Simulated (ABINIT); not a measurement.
# AlP (F-43m): G0W0 with ABINIT, start to end

Aim: the G0W0 gap of AlP (F-43m) on PBE, step by step.

Method: PBE and many-body steps on it, plane waves, in ABINIT 10.8.3.

The database entry behind the starting cell differs from later determinations by our own check (0.1 to 0.3 % short, probably kX units), so it need not match the best structure at ambient conditions.

### Step 1. Starting point

The structure is cubic, space group F-43m (No. 216). Conventional cell: a = 5.451 Å, b = 5.451 Å, c = 5.451 Å, α = 90.00°, β = 90.00°, γ = 90.00°. Nearest to Al lie 4 P at 2.36 Å. P has 4 Al at 2.36 Å nearest. Farther neighbours are not listed.

Coordinates:

```cif
data_structure
_symmetry_space_group_name_H-M 'F-43m'
_symmetry_Int_Tables_number 216
_cell_length_a 5.4510
_cell_length_b 5.4510
_cell_length_c 5.4510
_cell_angle_alpha 90.000
_cell_angle_beta 90.000
_cell_angle_gamma 90.000
_cell_volume 161.97
loop_
_atom_site_label
_atom_site_type_symbol
_atom_site_symmetry_multiplicity
_atom_site_Wyckoff_symbol
_atom_site_fract_x
_atom_site_fract_y
_atom_site_fract_z
_atom_site_occupancy
Al1 Al 4 a 0.00000 0.00000 0.00000 1
P1 P 4 d 0.25000 0.25000 0.75000 1
```

The cell and positions come from the Crystallography Open Database and are kept as given unless a step says otherwise.

### Step 2. Ground state

This step: ABINIT 10.8.3; DFT, PBE, plane waves, norm-conserving pseudopotentials.

The ground-state density comes first.

Contents of run.abi:

```
acell 3*1.0 Angstrom
rprim 
  -0.000000000000 2.725500000000 2.725500000000
  2.725500000000 -0.000000000000 2.725500000000
  2.725500000000 2.725500000000 -0.000000000000
ntypat 2
znucl 13 15
natom 2
typat 1 2
xred 
  0.000000000000 0.000000000000 0.000000000000
  0.250000000000 0.250000000000 0.250000000000
pp_dirpath "pseudos"
pseudos "Al.upf, P.upf"
ecut 18
ngkpt 6 6 6
nshiftk 1
shiftk 0 0 0
kptopt 1
chksymbreak 0
nband 9
occopt 1
tolvrs 1e-10
nstep 60
prtwf 0
optforces 0
optstress 0
indata_prefix "in"
outdata_prefix "out"
tmpdata_prefix "tmp"
```

Command:

```console
> OMP_NUM_THREADS=1 mpirun -n 4 abinit run.abi > log
```

Numbers of over 12 decimals in the logs are rounded to 6 here.

Log:

```text
.Version 10.8.3 of ABINIT. v10.8.2 released Aug 2026.

 Symmetries : space group F-4 3 m (#216); Bravais cF (face-center cubic)
================================================================================
 Values of the parameters that define the memory need of the present run
     intxc =       0    ionmov =       0      iscf =       7    lmnmax =       6
     lnmax =       6     mgfft =      30  mpssoang =       3    mqgrid =    3001
     natom =       2  nloc_mem =       1    nspden =       1   nspinor =       1
    nsppol =       1      nsym =      24    n1xccc =    2501    ntypat =       2
    occopt =       1   xclevel =       2
-    mband =           9        mffmem =           1         mkmem =           4
       mpw =        1018          nfft =       27000          nkpt =          16
================================================================================
  Rough estimation (10% accuracy) of disk space for files :
================================================================================

--------------------------------------------------------------------------------
------------- Echo of variables that govern the present computation ------------
--------------------------------------------------------------------------------
 -outvars: echo values of preprocessed input variables --------
            acell      1.8897261259E+00  1.8897261259E+00  1.8897261259E+00 Bohr

      chksymbreak           0
             ecut      1.80000000E+01 Hartree
-          fftalg         312

              ixc     -101130
              kpt      0.00000000E+00  0.00000000E+00  0.00000000E+00
                       1.66666667E-01  0.00000000E+00  0.00000000E+00
                       3.33333333E-01  0.00000000E+00  0.00000000E+00
                       5.00000000E-01  0.00000000E+00  0.00000000E+00
                       1.66666667E-01  1.66666667E-01  0.00000000E+00
                       3.33333333E-01  1.66666667E-01  0.00000000E+00
                       5.00000000E-01  1.66666667E-01  0.00000000E+00
                      -3.33333333E-01  1.66666667E-01  0.00000000E+00
                      -1.66666667E-01  1.66666667E-01  0.00000000E+00
   [... 5 further rows ...]
                      -3.33333333E-01  3.33333333E-01  1.66666667E-01
                      -3.33333333E-01  5.00000000E-01  1.66666667E-01
         kptrlatt        6    0    0      0    6    0      0    0    6
          kptrlen      4.37030052E+01
P           mkmem           4
            natom           2
            nband           9
            ngfft          30      30      30
             nkpt          16
            nstep          60
             nsym          24
           ntypat           2
              occ      2.000000  2.000000  2.000000  2.000000  0.000000  0.000000
[...]
optforces           0
        optstress           0
            prtwf           0
            rprim     -0.0000000000E+00  2.7255000000E+00  2.7255000000E+00
[...]
spgroup         216

           tolvrs      1.00000000E-10

             xred      0.0000000000E+00  0.0000000000E+00  0.0000000000E+00
[...]
znucl       13.00000   15.00000

================================================================================

 chkinp: Checking input parameters for consistency.

================================================================================
== DATASET  1 ==================================================================
-   mpi_nproc: 4, omp_nthreads: 1 (-1 if OMP is not activated)

--- !DatasetInfo
iteration_state: {dtset: 1, }
dimensions: {natom: 2, nkpt: 16, mband: 9, nsppol: 1, nspinor: 1, nspden: 1, mpw: 1018, }
cutoff_energies: {ecut:  18.0, pawecutdg:  -1.0, }
electrons: {nelect:   8.00000000E+00, charge:   0.00000000E+00, occopt:   1.00000000E+00, tsmear:   1.00000000E-02, }

 Real(R)+Recip(G) space primitive vectors, cartesian coordinates (Bohr,Bohr^-1):
 R(1)=  0.0000000  5.1504486  5.1504486  G(1)= -0.0970789  0.0970789  0.0970789
 R(2)=  5.1504486  0.0000000  5.1504486  G(2)=  0.0970789 -0.0970789  0.0970789
 R(3)=  5.1504486  5.1504486  0.0000000  G(3)=  0.0970789  0.0970789 -0.0970789
 Unit cell volume ucvol=  2.7325314E+02 bohr^3
 Angles (23,13,12)=  6.00000000E+01  6.00000000E+01  6.00000000E+01 degrees

 getcut: wavevector=  0.0000  0.0000  0.0000  ngfft=  30  30  30
         ecut(hartree)=     18.000   => boxcut(ratio)=   2.15895

--- Pseudopotential description ------------------------------------------------
- Al Generated using ONCVPSP code by D. R. Hamann
- 13.00000   3.00000  171031                  znucl, zion, pspdat
12 -101130 2 -1 1876                          pspcod,pspxc,lmax,lloc,mmax
     nproj     2     2     2
  pspatm : epsatm=    4.08140545
         --- l  ekb(1:nproj) -->
[...]
pspatm: atomic psp has been read  and splines computed

- P Generated using ONCVPSP code by D. R. Hamann
- 15.00000   5.00000  171031                  znucl, zion, pspdat
12 -101130 2 -1 1298                          pspcod,pspxc,lmax,lloc,mmax
     nproj     2     2     2
  pspatm : epsatm=    8.05910421
         --- l  ekb(1:nproj) -->
[...]
2   -3.154982   -0.827415
 pspatm: atomic psp has been read  and splines computed

   9.71240773E+01                                ecore*ucvol(ha*bohr**3)
--------------------------------------------------------------------------------

_setup2: Arith. and geom. avg. npw (full set) are     998.069     998.024

================================================================================

--- !BeginCycle
iteration_state: {dtset: 1, }
solver: {iscf: 7, nstep: 60, nline: 4, wfoptalg: 0, }
tolerances: {tolvrs: 1.00E-10, }

     iter   Etot(hartree)      deltaE(h)  residm     vres2
 ETOT  1  -9.271679    -9.272E+00 3.881E-02 3.343E+01
 ETOT  2  -9.287571    -1.589E-02 9.915E-04 1.621E+00
 ETOT  3  -9.288072    -5.006E-04 4.627E-04 1.431E-02
 ETOT  4  -9.288074    -2.080E-06 2.380E-04 1.172E-03
 ETOT  5  -9.288074    -1.223E-07 1.187E-04 5.001E-05
 ETOT  6  -9.288074    -4.239E-09 7.577E-05 2.240E-07
 ETOT  7  -9.288074    -1.658E-11 4.397E-05 2.042E-09
 ETOT  8  -9.288074    -1.918E-13 2.782E-05 6.756E-11

 At SCF step    8       vres2   =  6.76E-11 < tolvrs=  1.00E-10 =>converged.

--- !ResultsGS
iteration_state: {dtset: 1, }
comment   : Summary of ground state results
lattice_vectors:
- [ -0.0000000,   5.1504486,   5.1504486, ]
- [  5.1504486,  -0.0000000,   5.1504486, ]
- [  5.1504486,   5.1504486,  -0.0000000, ]
lattice_lengths: [   7.28383,    7.28383,    7.28383, ]
lattice_angles: [ 60.000,  60.000,  60.000, ] # degrees, (23, 13, 12)
lattice_volume:   2.7325314E+02
convergence: {deltae: -1.918E-13, res2:  6.756E-11, residm:  2.782E-05, diffor:  0.000E+00, }
etotal    :  -9.28807401E+00
entropy   :   0.00000000E+00
fermie    :   1.42408811E-01
cartesian_stress_tensor: null
pressure_GPa: null
xred      :
- [  0.0000E+00,   0.0000E+00,   0.0000E+00, Al]
- [  2.5000E-01,   2.5000E-01,   2.5000E-01,  P]
cartesian_forces: null
force_length_stats: {min: null, max: null, mean: null, }

 Integrated electronic density in atomic spheres:
 ------------------------------------------------
 Atom  Sphere_radius  Integrated_density
    1        2.00000          0.91813599
    2        2.00000          2.85480470
================================================================================

 ----iterations are completed or convergence reached----

 Mean square residual over all n,k,spin=   31.492E-08; max=  27.815E-06
 reduced coordinates (array xred) for    2 atoms
       0.000000000000      0.000000000000      0.000000000000
       0.250000000000      0.250000000000      0.250000000000
 rms dE/dt=  0.0000E+00; max dE/dt=  0.0000E+00; dE/dt below (all hartree)
    1       0.000000000000      0.000000000000      0.000000000000
    2       0.000000000000      0.000000000000      0.000000000000

 cartesian coordinates (angstrom) at end:
    1      0.000000     0.000000     0.000000
    2      1.362750     1.362750     1.362750
 length scales=  1.889726125908  1.889726125908  1.889726125908 bohr
              =  1.000000000000  1.000000000000  1.000000000000 angstroms
 prteigrs : about to open file out_EIG
 Fermi (or HOMO) energy (hartree) =   0.14241   Average Vxc (hartree)=  -0.33362
 Eigenvalues (hartree) for nkpt=  16  k points:
 kpt#   1, nband=  9, wtk=  0.00463, kpt=  0.0000  0.0000  0.0000 (reduced coord)
  -0.28161    0.14241    0.14241    0.14241    0.26461    0.31015    0.31015    0.31015
   0.46655
 prteigrs : prtvol=0 or 1, do not print more k-points.

--- !EnergyTerms
iteration_state     : {dtset: 1, }
comment             : Components of total free energy in Hartree
kinetic             :  3.40239808233159E+00
hartree             :  9.20108681605144E-01
xc                  : -3.15384242951163E+00
Ewald energy        : -8.73435525365249E+00
psp_core            :  3.55436275216982E-01
local_psp           : -3.48632771492096E+00
non_local_psp       :  1.40850834628927E+00
total_energy        : -9.28807401264210E+00
total_energy_eV     : -2.52741369439263E+02
band_energy         : -1.71170879024660E-01

== END DATASET(S) ==============================================================
================================================================================

 -outvars: echo values of variables after computation  --------
           etotal     -9.2880740126E+00
            nband           9
             nkpt          16
          spgroup         216
 [... the other variables as echoed above ...]

 Calculation completed.
```

The job ended after 2.7 s (4 MPI ranks of Arm Neoverse V2, shared host; peak memory 0.07 GiB; 10 s of CPU time).

Numbers from this step:

| Quantity | Value |
| --- | --- |
| total energy | -252.7414 eV |
| gap | 1.564 eV |
| k of the valence top | 0, 0, 0 |
| k of the conduction bottom | 0.5, 0.5, 0 |
| least direct gap | 3.325 eV |

The gap is indirect, with the least direct gap 1.76 eV higher.

[end of part 1 of 3]

[Paths, hosts, dates, memory and timing lines, banners, echoed tables and standing remarks are left out of the program output.]

[Logs are printed without paths, hosts, clocks, repeated set-up lines and the standing remarks that a program may print on its own settings, such as how far it seeks lower states.]

[Runs of the session that timed out or met a known fault of the program may be left out.]

[Hosts, paths, dates, database ids (printed as entryN), source tags and the programs' standing remarks are cut or masked in the printed files.]

[G0W0 gaps are taken among the corrected bands and points alone; a level outside them can change the order at an edge.]

[Where Ansatz stands beside ABINIT at settings called matched, ABINIT's density can come from a denser mesh and the files from another edition; pairs whose starting gaps differed by over 0.03 eV were left out, so agreement reads better than it is.]
